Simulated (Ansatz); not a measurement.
SiO2:

```xyz
6
Lattice="4.2332 0.0000 0.0000 0.0000 4.2332 0.0000 0.0000 0.0000 2.6935" Properties=species:S:1:pos:R:3 pbc="T T T"
Si    0.0000    0.0000    0.0000
Si    2.1166    2.1166    1.3467
O     3.4155    0.8177    1.3467
O     1.2989    1.2989    0.0000
O     0.8177    3.4155    1.3467
O     2.9343    2.9343    0.0000
```

The cell comes from a database or a generator and needn't be the stable form of this composition.

* Program: Ansatz 0.2.0
* Task: relaxation of cell and atoms
* Functional: PBEsol
* Potentials or basis: Ansatz PAW
* Cutoff: 420 eV (not typed: the program's choice for these potentials)
* k mesh: 6 × 6 × 10
* Occupations: fermi-dirac, width 0.05 eV
* Spin: no spin polarisation

At the start: volume 8.04 Å³/atom.

Question: Where does the relaxation end?

Answer: It ends after 8 steps and the volume is 7.85 Å³/atom (-2.4 %); space group P4_2/mnm (No. 136, to 0.05 Å).

The path:
| step | energy change (eV) | largest force (eV/Å) | volume (Å³) |
| --- | --- | --- | --- |
| 1 | 0.0000 | 0.0407 | 48.27 |
| 2 | -0.0187 | 0.0130 | 47.79 |
| 3 | -0.0303 | 0.0299 | 47.16 |
| 4 | -0.0303 | 0.0113 | 47.17 |
| 5 | -0.0303 | 0.0004 | 47.17 |
| 6 | -0.0237 | 0.0001 | 47.17 |
| 7 | -0.0240 | 0.0001 | 47.13 |
| 8 | -0.0237 | 0.0001 | 47.13 |

Final structure:
```cif
data_structure
_symmetry_space_group_name_H-M 'P 1'
_symmetry_Int_Tables_number 1
_cell_length_a 4.1946
_cell_length_b 4.1946
_cell_length_c 2.6785
_cell_angle_alpha 90.000
_cell_angle_beta 90.000
_cell_angle_gamma 90.000
_cell_volume 47.13
loop_
_atom_site_label
_atom_site_type_symbol
_atom_site_fract_x
_atom_site_fract_y
_atom_site_fract_z
_atom_site_occupancy
Si1 Si 0.00000 0.00000 0.00000 1
Si2 Si 0.50000 0.50000 0.50000 1
O1 O 0.80606 0.19394 0.50000 1
O2 O 0.30606 0.30606 0.00000 1
O3 O 0.19394 0.80606 0.50000 1
O4 O 0.69394 0.69394 0.00000 1
```

Caveat: the plane-wave basis is chosen anew once the cell has moved, so the energies of steps on either side of that aren't comparable; the pressure holds a Pulay correction of +1.1 GPa for the finite cutoff; the PAW data sets come from PBE, with cores solved anew for the run's functional, which leaves a small shift of forces and pressure.
